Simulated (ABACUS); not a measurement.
MoS2: relaxation of cell and atoms with PBE

The system is MoS2, a slab with vacuum.

```
Mo S
1.0
     3.18413    0.00000    0.00000
    -1.59206    2.75753    0.00000
     0.00000    0.00000   17.33460
Mo S
1 2
Direct
  0.00000 0.00000 0.00000
  0.33333 0.66667 0.91051
  0.33333 0.66667 0.08949
```

```yaml
Program: ABACUS 3.10.1
Task: relaxation of cell and atoms
Functional: PBE
Potentials_or_basis: GBRV ultrasoft 1.5 PBE
Cutoff: 544 eV
Density_cutoff: 4354 eV
Basis: plane waves
k_mesh: 8 × 8 × 2
Occupations: fermi-dirac, width 0.05 eV
Spin: no spin polarisation
Radial_cutoff_of_the_potentials_pseudo_rcut: 10 bohr
Max_steps_of_the_relaxation: 60
Force_threshold: 0.01 eV/Å
Optimiser: cg
Stress_threshold: 0.2 kbar
SCF_threshold_on_the_density: 1e-08
Max_SCF_steps: 100
Eigensolver: dav
Mixing: broyden
Mixing_share: 0.7
Symmetry_key: 1
```

- Relaxed volume: 50.89 Å³/atom
- Relaxed cell: a = 3.183 Å, b = 3.183 Å, c = 17.406 Å, α = 90.00°, β = 90.00°, γ = 120.00°
- Space group after relaxing (to 0.05 Å): P-6m2 (No. 187)
- Energy gained by relaxing: 0.7 meV/atom
- Ionic steps: 7
- Band gap on the k mesh: 1.84 eV, indirect (least direct gap 1.99 eV)

Forces in eV/Å, atoms in the order of the input:
```
Mo   0.000  0.000  0.000
S    0.000  0.000 -0.003
S    0.000  0.000  0.003
```

The path:
```
step  energy change (eV)  largest force (eV/Å)  pressure (GPa)  volume (Å³)
   1              0.0000                0.2007            0.33       152.20
   2              0.0050                0.3278           -0.80       154.62
   3             -0.0019                0.0144           -0.07       153.03
   4             -0.0021                0.0000           -0.01       152.70
   5             -0.0021                0.0001           -0.01       152.71
   6             -0.0021                0.0126            0.02       152.64
   7             -0.0021                0.0029            0.00       152.68
```

Final structure:
```xyz
3
Lattice="3.1826 0.0000 0.0000 -1.5913 2.7562 0.0000 0.0000 0.0000 17.4064" Properties=species:S:1:pos:R:3 pbc="T T T"
Mo    0.0000    0.0000    0.0000
S     0.0000    1.8375   15.8442
S     0.0000    1.8375    1.5622
```

Levels at points of the mesh, in eV from the valence-band top:
| k point | band 9 | band 10 | band 11 | band 12 | band 13 | band 14 | band 15 | band 16 | band 17 |
| --- | --- | --- | --- | --- | --- | --- | --- | --- | --- |
| (0.00, 0.00, 0.00) | -2.61 | -1.77 | -1.50 | -1.50 | 0.00 | 2.76 | 2.76 | 3.01 | 3.01 |
| (0.50, 0.50, 0.00) | -4.06 | -3.16 | -1.87 | -0.98 | -0.63 | 2.24 | 2.75 | 3.86 | 4.31 |
| (0.00, 0.00, 0.50) | -2.61 | -1.77 | -1.50 | -1.50 | 0.00 | 2.76 | 2.76 | 3.01 | 3.01 |
| (0.50, 0.50, 0.50) | -4.06 | -3.16 | -1.87 | -0.98 | -0.63 | 2.24 | 2.75 | 3.86 | 4.31 |

It took 9.8 min on 4 MPI ranks on Intel(R) Xeon(R) Platinum 8259CL CPU @ 2.50GHz (Skylake/Cascade Lake), on a shared host, peak memory 1.7 GiB a rank.

Caveat: there are fewer bands than atomic start orbitals, so a level may be missed at k points of high symmetry.
